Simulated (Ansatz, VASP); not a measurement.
**Two plane-wave programs on AlGaN2**

```
CELL_PARAMETERS angstrom
3.20369 0.00000 0.00000
0.00000 3.20369 0.00000
0.00000 0.00000 4.42384
ATOMIC_POSITIONS crystal
Al 0.50000 0.50000 0.50000
Ga 0.00000 0.00000 0.00000
N 0.50000 0.00000 0.73826
N 0.00000 0.50000 0.26174
```

Change from the starting cell: strain +0.0200 x Voigt [1, 1, 0, 0, 0, 0], atoms carried along.

Alike in both runs: task single point; functional LDA; k mesh 8 × 8 × 6; occupations gaussian, width 0.05 eV; no spin polarisation.

```csv
,VASP,Ansatz
version,VASP 6.6.1,Ansatz 0.2.0
potentials or method,"VASP PAW LDA potentials, release 64 (Al, Ga_d, N)","scalar-relativistic, plane waves, PAW"
plane-wave cutoff (eV),520,420
valence electrons in the cell,26,26
```

|  | VASP | Ansatz | Ansatz less VASP |
| --- | --- | --- | --- |
| gap on the k mesh at the Fermi level (eV) | 2.60 | 2.59 | -0.011 |
| least direct gap on the mesh (eV) | 2.60 | 2.59 | -0.011 |
| pressure (GPa) | -11.1 | -11.8 | -0.66 |
| largest component of the traceless stress (GPa) | 1.66 | 1.66 | +0.001 |
| rms of the force components (eV/Å) | 0.051 | 0.062 | +0.0110 |

Atom by atom the forces differ by 0.011 eV/Å (rms over components).
